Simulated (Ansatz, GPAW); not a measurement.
# One calculation of ZnSe, 3 ways

```
Se Zn
1.0
     0.00000    2.83380    2.83380
     2.83380    0.00000    2.83380
     2.83380    2.83380    0.00000
Se Zn
1 1
Direct
  0.75000 0.75000 0.75000
  0.00000 0.00000 0.00000
```

Alike in all runs: task single point; functional PBE; k mesh 8 × 8 × 8; occupations gaussian, width 0.023 eV; no spin polarisation; no spin-orbit coupling. Pressure is positive in compression and, in plane waves, holds the error of the finite cutoff, which Ansatz's Pulay term estimates and takes out.

| program and potentials | plane-wave cutoff (eV) | notes | band gap (eV) | pressure (GPa) |
| --- | --- | --- | --- | --- |
| Ansatz, Ansatz PAW | 420 | 14 valence electrons an atom on average; Pulay term of +0.05 GPa included | 1.29 | 2.10 |
| GPAW, GPAW PAW data sets (gpaw-data 1.2.1) | 600 | 9 valence electrons an atom on average | 1.30 | 2.09 |
| Ansatz, all-electron LAPW, scalar-relativistic | - | - | 1.29 | 2.12 |

The band gap spans 1.29 (Ansatz, Ansatz PAW) to 1.30 eV (GPAW, GPAW PAW data sets (gpaw-data 1.2.1)), with all-electron results at 1.29. The pressure spans 2.09 (GPAW, GPAW PAW data sets (gpaw-data 1.2.1)) to 2.12 GPa (Ansatz, all-electron LAPW, scalar-relativistic), with all-electron results at 2.12. Spin-orbit coupling, left out here, moves the band edges of heavy atoms.

Differences between rows come from potentials, basis sets and numerical settings, since the functional is the same but for its coding. Runs on potential files found faulty are left out.
